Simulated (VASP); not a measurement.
Wanted: the native input for a VASP 6.6.1 run.

```
Task                   : band structure
Functional             : LDA
Potentials or basis    : VASP PAW LDA potentials, release 64 (Ti_sv, O)
Cutoff                 : 520 eV
k mesh                 : 6 × 6 × 9
Occupations            : fermi-dirac, width 0.05 eV
Spin                   : no spin polarisation
Further INCAR settings : ALGO = Normal; EDIFF = 1e-07; NBANDS = 33
```

Crystal: TiO2.

```
Ti O
1.0
     4.59984    0.00000    0.00000
     0.00000    4.59984    0.00000
     0.00000    0.00000    2.95921
Ti O
2 4
Direct
  0.00000 0.00000 0.50000
  0.50000 0.50000 0.00000
  0.30432 0.30432 0.50000
  0.19568 0.80432 0.00000
  0.80432 0.19568 0.00000
  0.69568 0.69568 0.50000
```

The cell is a database's computed one.

The input as run:

POSCAR

```
TiO2
1.0
    4.5998373239      0.0000000000      0.0000000000
    0.0000000000      4.5998373239      0.0000000000
    0.0000000000      0.0000000000      2.9592135600
Ti O
2 4
Direct
    0.0000000000      0.0000000000      0.5000000000
    0.5000000000      0.5000000000      0.0000000000
    0.3043213200      0.3043213200      0.5000000000
    0.1956786800      0.8043213200      0.0000000000
    0.8043213200      0.1956786800      0.0000000000
    0.6956786800      0.6956786800      0.5000000000
```

INCAR.step1

```
SYSTEM = TiO2
PREC = Accurate
ENCUT = 520
EDIFF = 1E-7
ISMEAR = -1
SIGMA = 0.05
LREAL = .FALSE.
LASPH = .TRUE.
NELM = 100
ALGO = Normal
ISIF = 2
LWAVE = .FALSE.
LCHARG = .TRUE.
LMAXMIX = 4
NBANDS = 33
```

KPOINTS.step1

```
Automatic mesh
0
G
  6 6 9
  0 0 0
```

INCAR.step2

```
SYSTEM = TiO2
PREC = Accurate
ENCUT = 520
EDIFF = 1E-7
ISMEAR = 0
SIGMA = 0.05
LREAL = .FALSE.
LASPH = .TRUE.
NELM = 100
ALGO = Normal
ISIF = 2
LWAVE = .FALSE.
LCHARG = .FALSE.
LMAXMIX = 4
NBANDS = 33
ICHARG = 11
```

KPOINTS.step2

```
path GXMGZRAZ,XR,MA
20
line-mode
reciprocal
 0.0000000000  0.0000000000  0.0000000000  G
 0.0000000000  0.5000000000  0.0000000000  X

 0.0000000000  0.5000000000  0.0000000000  X
 0.5000000000  0.5000000000  0.0000000000  M

 0.5000000000  0.5000000000  0.0000000000  M
 0.0000000000  0.0000000000  0.0000000000  G

 0.0000000000  0.0000000000  0.0000000000  G
 0.0000000000  0.0000000000  0.5000000000  Z

 0.0000000000  0.0000000000  0.5000000000  Z
 0.0000000000  0.5000000000  0.5000000000  R

 0.0000000000  0.5000000000  0.5000000000  R
 0.5000000000  0.5000000000  0.5000000000  A

 0.5000000000  0.5000000000  0.5000000000  A
 0.0000000000  0.0000000000  0.5000000000  Z

 0.0000000000  0.5000000000  0.0000000000  X
 0.0000000000  0.5000000000  0.5000000000  R

 0.5000000000  0.5000000000  0.0000000000  M
 0.5000000000  0.5000000000  0.5000000000  A
```

Potentials or basis: VASP PAW LDA potentials, release 64 (Ti_sv, O).

The run is started by

```sh
$ cat potpaw_LDA.64/Ti_sv/POTCAR potpaw_LDA.64/O/POTCAR > POTCAR
$ cp INCAR.step1 INCAR
$ cp KPOINTS.step1 KPOINTS
$ mpirun -np 1 vasp_std > vasp.out
$ cp INCAR.step2 INCAR
$ cp KPOINTS.step2 KPOINTS
$ mpirun -np 1 vasp_std > vasp.out
```

It gave:

* Band gap on the k mesh: 1.75 eV, direct
* Band gap along the path: 1.75 eV, direct

Caveat: the log is that of the step along the path at fixed density, whose energy, stress, charges and moments have no meaning.

Wall time 2.7 min on 1 thread of Intel(R) Xeon(R) 6975P-C (Granite Rapids), on a shared host, peak memory 0.35 GiB.
